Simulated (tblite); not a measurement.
# How the settings of tblite move a run on TlCl

Simulated with tblite 0.8.0. This is a test of settings. The cell began as a measured structure and was relaxed with r2SCAN+rVV10 in plane waves (Ansatz 0.2.0). All runs are without spin polarisation.

Space group Pm-3m (No. 221), cubic; conventional cell a = 3.794 Å, 27.30 Å³ an atom. Tl has 8 Cl at 3.29 Å; Cl has 8 Tl at 3.29 Å.

The base run uses GFN1-xTB on a cluster of 54 atoms.

```python
import json
from ase import Atoms
from ase.build import make_supercell
from ase.units import Bohr, GPa, Hartree
from tblite.interface import Calculator

atoms = Atoms(['Tl', 'Cl'],
              cell=[[3.79363469, 0.0, 0.0], [0.0, 3.79363469, 0.0], [0.0, 0.0, 3.79363469]],
              scaled_positions=[[0.0, 0.0, 0.0], [0.5, 0.5, 0.5]],
              pbc=True)
cluster = make_supercell(atoms, [[3, 0, 0], [0, 3, 0], [0, 0, 3]])
calc = Calculator('GFN1-xTB', cluster.numbers, cluster.positions / Bohr, lattice=cluster.cell[:] / Bohr, periodic=cluster.pbc)
calc.set('temperature', 0.02 / Hartree)
calc.set('max-iter', 150)
res = calc.singlepoint()
levels = res.get('orbital-energies') * Hartree
nv = round(res.get('orbital-occupations').sum() / 2)
cells = len(cluster) // len(atoms)
out = {'energy_per_cell': res.get('energy') * Hartree / cells, 'homo': levels[nv - 1], 'lumo': levels[nv],
       'stress': (-res.get('virial') * Hartree / cluster.get_volume() / GPa).tolist(), 'charges': res.get('charges')[:len(atoms)].tolist(), 'electrons': 2 * nv / cells}
json.dump(out, open('results.json', 'w'))
for key, value in out.items():
    print(key, value)
```

Command: `python run.py`. It took 1.7 s on 1 thread of Arm Neoverse V1, on a shared host, peak memory 0.11 GiB.

It converged with a gap of 6.04 eV and a pressure of -2.89 GPa (positive in compression). xTB was fitted to molecules, so gaps, charges and pressures of solids can be far off.

Each further run moved one setting: accuracy (scale of the thresholds); temperature (electronic temperature in eV); method (Hamiltonian); mixer-damping (damping of the charge mixer); cluster (size of the cluster in conventional cells). Changes are from the base run, which isn't itself converged in every setting; energies of another Hamiltonian, functional, basis or charge aren't compared, and those at a high electronic temperature are mostly its entropy term.

```json
{"setting": "accuracy = 0.01", "how it ended": "converged", "gap change (eV)": "0.00", "energy change (meV/atom)": "0.0", "pressure change (GPa)": "0.00", "time (s)": "1.8"}
{"setting": "temperature = 0.1", "how it ended": "converged", "gap change (eV)": "0.00", "energy change (meV/atom)": "0.0", "pressure change (GPa)": "0.00", "time (s)": "1.7"}
{"setting": "method = IPEA1-xTB", "how it ended": "converged", "gap change (eV)": "1.34", "energy change (meV/atom)": "–", "pressure change (GPa)": "0.69", "time (s)": "1.7"}
{"setting": "mixer-damping = 1.0 (poor on purpose)", "how it ended": "converged", "gap change (eV)": "0.00", "energy change (meV/atom)": "0.0", "pressure change (GPa)": "0.00", "time (s)": "1.7"}
{"setting": "cluster = 1x1x1 (poor on purpose)", "how it ended": "converged", "gap change (eV)": "7.32", "energy change (meV/atom)": "-344.4", "pressure change (GPa)": "-8.32", "time (s)": "0.73"}
{"setting": "cluster = 4x4x4", "how it ended": "converged", "gap change (eV)": "-3.30", "energy change (meV/atom)": "-13.9", "pressure change (GPa)": "0.17", "time (s)": "5.6"}
```

accuracy = 0.01 changes nothing that matters here. temperature = 0.1 changes nothing that matters here. mixer-damping = 1.0 changes nothing that matters here.

Spin-orbit coupling is left out; in compounds of Pb, Bi, Tl or Hg it can lower a gap by up to about 1 eV, split its edges or invert the bands.
